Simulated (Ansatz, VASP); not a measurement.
## Two plane-wave programs on Pt

The input INCAR:

```
PREC = Accurate ; ENCUT = 520
EDIFF = 1E-7 ; ISMEAR = -1
SIGMA = 0.05 ; LREAL = False
LASPH = True ; NELM = 100
ALGO = Fast ; ISIF = 2
LWAVE = False ; LCHARG = False
GGA = CA ; NBANDS = 17
```

Contents of KPOINTS:

```
Automatic mesh
0
Gamma
  11 11 6
```

File POSCAR:

```
Pt
1.0
    2.7421371004      0.0000000000      0.0000000000
   -1.3710685502      2.3747603895      0.0000000000
    0.0000000000      0.0000000000      4.7599710578
Pt
2
Direct
    0.3333333333      0.6666666667      0.2500000000
    0.6666666667      0.3333333333      0.7500000000
```

File input.yaml:

```yaml
crystal:
  lattice:
    - [2.7421371004, 0.0, 0.0]
    - [-1.3710685502, 2.3747603895, 0.0]
    - [0.0, 0.0, 4.7599710578]
  atoms:
    - { symbol: Pt, position: [0.3333333333, 0.6666666667, 0.25] }
    - { symbol: Pt, position: [0.6666666667, 0.3333333333, 0.75] }
hamiltonian:
  xc: lda
  pseudopotentials: { kind: paw }
kpoints:
  mp_grid: { grid: [11, 11, 6] }
scf:
  occupations: { method: fermi_dirac, width: 0.05 }
output:
  forces: true
  stress: true
  eigenvalues: true
  write_density: true
  write_potential: true
  elf: true
  volumetric_format: npy
```

This isn't the form of Pt at room conditions, which is fcc.

Alike in both runs: task single point; functional LDA; k mesh 11 × 11 × 6; occupations fermi-dirac, width 0.05 eV; no spin polarisation.

|  | VASP | Ansatz |
| --- | --- | --- |
| version | VASP 6.6.1 | Ansatz 0.2.0 |
| potentials or method | VASP PAW LDA potentials, release 64 (Pt) | Ansatz PAW |
| plane-wave cutoff (eV) | 520 | 420 |
| valence electrons in the cell | 20 | 36 |

```tsv
	VASP	Ansatz	Ansatz less VASP
gap on the k mesh at the Fermi level (eV)	none	none	-
pressure (GPa)	-10.4	-11.1	-0.62
largest component of the traceless stress (GPa)	1.05	0.79	-0.263
```

A gap of «none» marks a metal or a gap that the smearing closes. The two sets of potentials don't hold the same shells in valence.

Caveats: the PAW data sets come from PBE, with cores solved anew for the run's functional, which leaves a small shift of forces and pressure (Ansatz). Spin-orbit coupling is left out, which matters for the levels of Pt.
